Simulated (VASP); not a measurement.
A run of VASP 6.6.1:

Contents of INCAR:

```
SYSTEM = MgO2
ALGO     = Normal         ! electronic algorithm
EDIFF    = 1E-7           ! SCF threshold, eV
EDIFFG   = -0.002         ! ionic threshold
ENCUT    = 520            ! plane-wave cutoff, eV
GGA      = PE             ! functional
IBRION   = 2              ! ionic algorithm
ISIF     = 3              ! what is computed and relaxed
ISMEAR   = 0              ! smearing method
KPAR     = 8            
LASPH    = .True.         ! aspherical terms in the spheres
LCHARG   = .False.        ! write CHGCAR
LREAL    = .False.        ! projectors in reciprocal space
LWAVE    = .False.        ! write WAVECAR
NELM     = 60             ! most SCF steps
NSW      = 80             ! ionic steps
PREC     = Accurate       ! precision mode
PSTRESS  = 1040.0       
SIGMA    = 0.02           ! smearing width, eV
```

Contents of KPOINTS:

```
k-points
0
Gamma
  16 16 16
  0 0 0
```

Contents of POSCAR:

```
MgO2
1.0
   -1.9997000000      1.9997000000      2.3729000000
    1.9997000000     -1.9997000000      2.3729000000
    1.9997000000      1.9997000000     -2.3729000000
Mg O
2 4
Direct
    0.2500000000      0.2500000000      0.0000000000
    0.7500000000      0.7500000000      0.0000000000
    0.1151000000      0.6151000000      0.7302000000
    0.6151000000      0.8849000000      0.5000000000
    0.8849000000      0.3849000000      0.2698000000
    0.3849000000      0.1151000000      0.5000000000
```

Potentials or basis: VASP PAW PBE potentials, release 64 (Mg, O).

The run is started by

```console
$ cat potpaw_PBE.64/Mg/POTCAR potpaw_PBE.64/O/POTCAR > POTCAR
$ mpirun -np 8 vasp_std > vasp.out
```

Hardware: 8 MPI ranks on Intel(R) Xeon(R) 6975P-C (Granite Rapids), on a shared host.

Problem. How long does it take, and how much memory?

Solution. It took 2.2 min on 8 MPI ranks on Intel(R) Xeon(R) 6975P-C (Granite Rapids) (shared host), peak memory 0.36 GiB a rank. Counts: scf iterations 112, k points 349, ion steps 15.
